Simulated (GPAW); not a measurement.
The system is CuI (Marshite).

```
I Cu
1.0
     0.00000    3.03150    3.03150
     3.03150    0.00000    3.03150
     3.03150    3.03150    0.00000
I Cu
1 1
Direct
  0.00000 0.00000 0.00000
  0.75000 0.75000 0.75000
```

Program: GPAW 26.7.0. Alike in all runs: task band structure; cell as given; cutoff (eV) 600; smearing fermi-dirac 0.05 eV.

Q: Order these runs on this cell by their band gap on the k mesh, lowest first.
A. level BLYP; potentials or basis PAW data sets generated in the run's folder for this functional, pw; spin off; k mesh 8 × 8 × 8; band points 60; eigensolver davidson
B. level PBE+U; potentials or basis GPAW PAW data sets (gpaw-data 1.2.1), pw; spin off; U Cu d U = 5.3 eV; k mesh 6 × 6 × 6; band points 100
C. level r2SCAN; potentials or basis GPAW PAW data sets (gpaw-data 1.2.1), pw; spin off; k mesh 8 × 8 × 8; band points 100
D. level PW91; potentials or basis PAW data sets generated in the run's folder for this functional, pw; spin SOC, no magnetisation; k mesh 6 × 6 × 6; band points 80; spin axis theta (degrees) 54.7; spin axis phi (degrees) 45
E. level r2SCAN; potentials or basis GPAW PAW data sets (gpaw-data 1.2.1), pw; spin SOC, no magnetisation; k mesh 6 × 6 × 6; band points 60; spin axis theta (degrees) 0; spin axis phi (degrees) 0

A: D (0.93 eV), A (1.18 eV), E (1.43 eV), C (1.60 eV), B (1.95 eV).

Caveats: spin-orbit coupling is left out, which moves the levels of the heavy elements (some runs); spin-orbit coupling was added after a scalar SCF, so levels and gaps hold it while energy, forces, pressure and moments don't (some runs); this program's spin-orbit splittings come out too wide for heavy elements (some runs).

A k mesh can miss the band edges.

Not every run made on this cell is shown here.
